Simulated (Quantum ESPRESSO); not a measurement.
# CuAu (R-3m) in Quantum ESPRESSO: single point with PBEsol

Aim: the single point of CuAu with PBEsol.

All numbers are computed with Quantum ESPRESSO 7.5; they aren't measurements. Logs are shortened: lines on timing, memory, paths and dates and some standing lists are left out, and cuts for length are marked.

## 1. Starting point

Symmetry: R-3m, No. 166, trigonal system. Conventional cell: a = 2.886 Å, b = 2.886 Å, c = 12.769 Å, α = 90.00°, β = 90.00°, γ = 120.00°. Au (site symmetry -3m) has 6 Cu at 2.70 Å and 6 Au at 2.89 Å as nearest neighbours. Cu (site symmetry -3m) has 6 Au at 2.70 Å and 6 Cu at 2.89 Å as nearest neighbours.

The cell comes from a database or a generator and needn't be the stable form of this composition.

## 2. Single point, PBEsol

run.py

```python
import numpy as np
from ase.calculators.espresso import Espresso, EspressoProfile
import spglib
from ase import Atoms
from ase.io import read

atoms = read('CuAu.cif')
cell, pos, num = spglib.standardize_cell((atoms.cell[:], atoms.get_scaled_positions(), atoms.numbers), to_primitive=True, symprec=1e-4)
atoms = Atoms(numbers=num, cell=cell, scaled_positions=pos, pbc=True)

input_data = {
    'control': {'calculation': 'scf', 'prefix': 'pwscf', 'outdir': './tmp', 'tprnfor': True, 'tstress': True, 'disk_io': 'nowf'},
    'system': {'ecutwfc': 56.0, 'ecutrho': 448.0, 'nbnd': 22, 'occupations': 'smearing', 'smearing': 'fd', 'degauss': 0.00367493},
    'electrons': {'conv_thr': 4e-10, 'electron_maxstep': 120, 'mixing_beta': 0.5},
}
pseudopotentials = {'Cu': 'cu_pbesol_v1.2.uspp.F.UPF', 'Au': 'au_pbesol_v1.uspp.F.UPF'}
profile = EspressoProfile(command='mpirun -n 2 pw.x -nk 2', pseudo_dir='pseudo')
dft = Espresso(profile=profile, input_data=input_data, pseudopotentials=pseudopotentials, kpts=(11, 11, 11), koffset=(0, 0, 0))
atoms.calc = dft

print(f'energy {atoms.get_potential_energy():.8f} eV')
print('forces (eV/A)')
print(np.round(atoms.get_forces(), 6))
print('stress (eV/A^3, Voigt)')
print(np.round(atoms.get_stress(), 8))
print(f'Fermi level {dft.get_fermi_level():.4f} eV')
```

CuAu.cif

```cif
data_CuAu
_cell_length_a 2.88611370
_cell_length_b 2.88611370
_cell_length_c 12.76851228
_cell_angle_alpha 90.00000000
_cell_angle_beta 90.00000000
_cell_angle_gamma 120.00000000
_space_group_name_H-M_alt 'R-3m'
_space_group_name_Hall '-R 3 2"'
_space_group_IT_number 166
loop_
_space_group_symop_operation_xyz
'x,y,z'
'-x,-y,-z'
'-y,x-y,z'
'y,-x+y,-z'
'-x+y,-x,z'
'x-y,x,-z'
'y,x,-z'
'-y,-x,z'
'x-y,-y,-z'
'-x+y,y,z'
'-x,-x+y,-z'
'x,x-y,z'
'x+2/3,y+1/3,z+1/3'
'-x+2/3,-y+1/3,-z+1/3'
'-y+2/3,x-y+1/3,z+1/3'
'y+2/3,-x+y+1/3,-z+1/3'
'-x+y+2/3,-x+1/3,z+1/3'
'x-y+2/3,x+1/3,-z+1/3'
'y+2/3,x+1/3,-z+1/3'
'-y+2/3,-x+1/3,z+1/3'
'x-y+2/3,-y+1/3,-z+1/3'
'-x+y+2/3,y+1/3,z+1/3'
'-x+2/3,-x+y+1/3,-z+1/3'
'x+2/3,x-y+1/3,z+1/3'
'x+1/3,y+2/3,z+2/3'
'-x+1/3,-y+2/3,-z+2/3'
'-y+1/3,x-y+2/3,z+2/3'
'y+1/3,-x+y+2/3,-z+2/3'
'-x+y+1/3,-x+2/3,z+2/3'
'x-y+1/3,x+2/3,-z+2/3'
'y+1/3,x+2/3,-z+2/3'
'-y+1/3,-x+2/3,z+2/3'
'x-y+1/3,-y+2/3,-z+2/3'
'-x+y+1/3,y+2/3,z+2/3'
'-x+1/3,-x+y+2/3,-z+2/3'
'x+1/3,x-y+2/3,z+2/3'
loop_
_atom_site_label
_atom_site_type_symbol
_atom_site_symmetry_multiplicity
_atom_site_Wyckoff_symbol
_atom_site_fract_x
_atom_site_fract_y
_atom_site_fract_z
_atom_site_occupancy
Au1 Au 3 a 0.0000000000 0.0000000000 0.0000000000 1
Cu1 Cu 3 b 0.6666666667 0.3333333333 0.8333333333 1
```

Potentials or basis: GBRV 1.5 PBEsol.

Launch:

```
> OMP_NUM_THREADS=1 python run.py
```

The log of the run:

```text
energy -7051.24522061 eV
forces (eV/A)
[[0. 0. 0.]
 [0. 0. 0.]]
stress (eV/A^3, Voigt)
[ 0.05545121  0.05545121  0.0458179   0.         -0.         -0.        ]
Fermi level 14.5200 eV
```

espresso.pwi:

```text
&CONTROL
   calculation      = 'scf'
   tstress          = .true.
   tprnfor          = .true.
   outdir           = './tmp'
   prefix           = 'pwscf'
   disk_io          = 'nowf'
   pseudo_dir       = 'pseudo'
/
&SYSTEM
   nbnd             = 22
   ecutwfc          = 56.0
   ecutrho          = 448.0
   occupations      = 'smearing'
   degauss          = 0.00367493
   smearing         = 'fd'
   ntyp             = 2
   nat              = 2
   ibrav            = 0
/
&ELECTRONS
   electron_maxstep = 120
   conv_thr         = 4e-10
   mixing_beta      = 0.5
/
&IONS
/
&CELL
/
&FCP
/
&RISM
/
ATOMIC_SPECIES
Au 196.966569 au_pbesol_v1.uspp.F.UPF
Cu 63.546 cu_pbesol_v1.2.uspp.F.UPF

K_POINTS automatic
11 11 11  0 0 0

CELL_PARAMETERS angstrom
1.44305685000000 0.83314926080343 4.25617076000000
-1.44305685000000 0.83314926080343 4.25617076000000
0.00000000000000 -1.66629852160687 4.25617076000000

ATOMIC_POSITIONS angstrom
Au -0.0000000000 -0.0000000000 -0.0000000000  
Cu 0.0000000000 -0.0000000000 6.3842561400
```

espresso.pwo:

```text
This program is part of the open-source Quantum ESPRESSO suite
     for quantum simulation of materials; please cite
         "P. Giannozzi et al., J. Phys.:Condens. Matter 21 395502 (2009);
         "P. Giannozzi et al., J. Phys.:Condens. Matter 29 465901 (2017);
         "P. Giannozzi et al., J. Chem. Phys. 152 154105 (2020);
     in publications or presentations arising from this work. More details at

Warning: card &CELL ignored
Warning: card &FCP ignored
Warning: card &RISM ignored

     Message from routine setup:
     using ibrav=0 with symmetry is DISCOURAGED, use correct ibrav instead

     K-points division:     npool     =       2
     Subspace diagonalization in iterative solution of the eigenvalue problem:
     a serial algorithm will be used

     G-vector sticks info
     --------------------
     sticks:   dense  smooth     PW     G-vecs:    dense   smooth      PW
     Sum        1593     787    261                33121    11679    2267

     Using Slab Decomposition

     bravais-lattice index     =            0
     lattice parameter (alat)  =       8.6374  a.u.
     unit-cell volume          =     207.1921 (a.u.)^3
     number of atoms/cell      =            2
     number of atomic types    =            2
     number of electrons       =        30.00
     number of Kohn-Sham states=           22
     kinetic-energy cutoff     =      56.0000  Ry
     charge density cutoff     =     448.0000  Ry
     scf convergence threshold =      4.0E-10
     mixing beta               =       0.5000
     number of iterations used =            8  plain     mixing
     Exchange-correlation= SLA  PW   PSX  PSC
                           (   1   4  10   8   0   0   0)

     celldm(1)=   8.637421  celldm(2)=   0.000000  celldm(3)=   0.000000
     celldm(4)=   0.000000  celldm(5)=   0.000000  celldm(6)=   0.000000

     crystal axes: (cart. coord. in units of alat)
               a(1) = (   0.315717   0.182279   0.931180 )
               a(2) = (  -0.315717   0.182279   0.931180 )
               a(3) = (   0.000000  -0.364559   0.931180 )

     reciprocal axes: (cart. coord. in units 2 pi/alat)
               b(1) = (  1.583696  0.914347  0.357969 )
               b(2) = ( -1.583696  0.914347  0.357969 )
               b(3) = (  0.000000 -1.828695  0.357969 )

     PseudoPot. # 1 for Au read from file:
     au_pbesol_v1.uspp.F.UPF
     Pseudo is Ultrasoft + core correction, Zval = 11.0
     Generated by new atomic code, or converted to UPF format
     Using radial grid of  985 points,  7 beta functions with:
                l(1) =   0
                l(2) =   0
                l(3) =   1
                l(4) =   1
                l(5) =   2
                l(6) =   2
                l(7) =   3
     Q(r) pseudized with  6 coefficients,  rinner =    1.900   1.900   1.900
                                                       1.900   1.900   1.900
                                                       1.900

     PseudoPot. # 2 for Cu read from file:
     cu_pbesol_v1.2.uspp.F.UPF
     Pseudo is Ultrasoft + core correction, Zval = 19.0
     Generated by new atomic code, or converted to UPF format
     Using radial grid of  867 points,  6 beta functions with:
                l(1) =   0
                l(2) =   0
                l(3) =   1
                l(4) =   1
                l(5) =   2
                l(6) =   2
     Q(r) pseudized with  8 coefficients,  rinner =    1.150   1.150   1.150
                                                       1.150   1.150

     atomic species   valence    mass     pseudopotential
     Au               11.00   196.96657     Au( 1.00)
     Cu               19.00    63.54600     Cu( 1.00)

     12 Sym. Ops., with inversion, found

   Cartesian axes

     site n.     atom                  positions (alat units)
         1        Au     tau(   1) = (  -0.0000000  -0.0000000  -0.0000000  )
         2        Cu     tau(   2) = (   0.0000000  -0.0000000   1.3967706  )

     number of k points=   146  Fermi-Dirac smearing, width (Ry)=  0.0037

     Number of k-points >= 100: set verbosity='high' to print them.

     Dense  grid:    33121 G-vectors     FFT dimensions: (  60,  60,  60)

     Smooth grid:    11679 G-vectors     FFT dimensions: (  45,  45,  45)

     Check: negative core charge=   -0.000002

     Initial potential from superposition of free atoms

     starting charge      28.9999, renormalised to      30.0000
     Starting wfcs are   22 randomized atomic wfcs

     Self-consistent Calculation

     iteration #  1     ecut=    56.00 Ry     beta= 0.50
     Davidson diagonalization with overlap
     ethr =  1.00E-02,  avg # of iterations =  5.4

     total energy              =    -517.45446287 Ry
     estimated scf accuracy    <       1.79914346 Ry

     iteration #  2     ecut=    56.00 Ry     beta= 0.50
     Davidson diagonalization with overlap
     ethr =  6.00E-03,  avg # of iterations =  2.0
[... 71 lines left out ...]
     total energy              =    -518.25701004 Ry
     estimated scf accuracy    <          1.3E-09 Ry

     iteration # 13     ecut=    56.00 Ry     beta= 0.50
     Davidson diagonalization with overlap
     ethr =  4.25E-12,  avg # of iterations =  1.0

     End of self-consistent calculation

     Number of k-points >= 100: set verbosity='high' to print the bands.

     the Fermi energy is    14.5200 ev

!    total energy              =    -518.25701004 Ry
     estimated scf accuracy    <          1.7E-11 Ry
     smearing contrib. (-TS)   =      -0.00059071 Ry
     internal energy E=F+TS    =    -518.25641933 Ry

     The total energy is F=E-TS. E is the sum of the following terms:
     one-electron contribution =    -312.95153962 Ry
     hartree contribution      =     180.27678389 Ry
     xc contribution           =    -100.32404178 Ry
     ewald contribution        =    -285.25762182 Ry

     convergence has been achieved in  13 iterations

     Forces acting on atoms (cartesian axes, Ry/au):

     atom    1 type  1   force =     0.00000000    0.00000000    0.00000000
     atom    2 type  2   force =     0.00000000    0.00000000    0.00000000

     Total force =     0.000000     Total SCF correction =     0.000000

     Computing stress (Cartesian axis) and pressure

          total   stress  (Ry/bohr**3)                   (kbar)     P=      -83.70
  -0.00060394   0.00000000   0.00000000          -88.84        0.00        0.00
   0.00000000  -0.00060394  -0.00000000            0.00      -88.84       -0.00
   0.00000000  -0.00000000  -0.00049902            0.00       -0.00      -73.41

=------------------------------------------------------------------------------=
   JOB DONE.
=------------------------------------------------------------------------------=
```

Run time: 2.2 min. Hardware: 2 MPI ranks of Arm Neoverse V1, shared host; peak memory 0.4 GiB.

Results:

```
Free energy            : -7051.2458 eV
Pressure               : -8.4 GPa
Band gap on the k mesh : none (metal or under the smearing width)
```

Stress tensor (GPa, compression positive):
```
-8.88  0.00  0.00
 0.00 -8.88  0.00
 0.00  0.00 -7.34
```

Levels at points of the mesh, in eV from the Fermi level:
```tsv
k point	band 12	band 13	band 14	band 15	band 16	band 17	band 18	band 19
(0.00, 0.00, 0.00)	-2.16	-2.16	-1.53	-1.53	-0.14	4.56	14.57	15.93
```

## 3. The reference run

An earlier run on the cell as given: functional PBEsol; potentials or basis GBRV 1.5 PBEsol; cutoff 762 eV; density cutoff 6095 eV; k mesh 11 × 11 × 11; occupations fermi-dirac, width 0.05 eV; no spin polarisation.

- Pressure: -8.4 GPa
- Band gap on the k mesh: none (metal or under the smearing width)
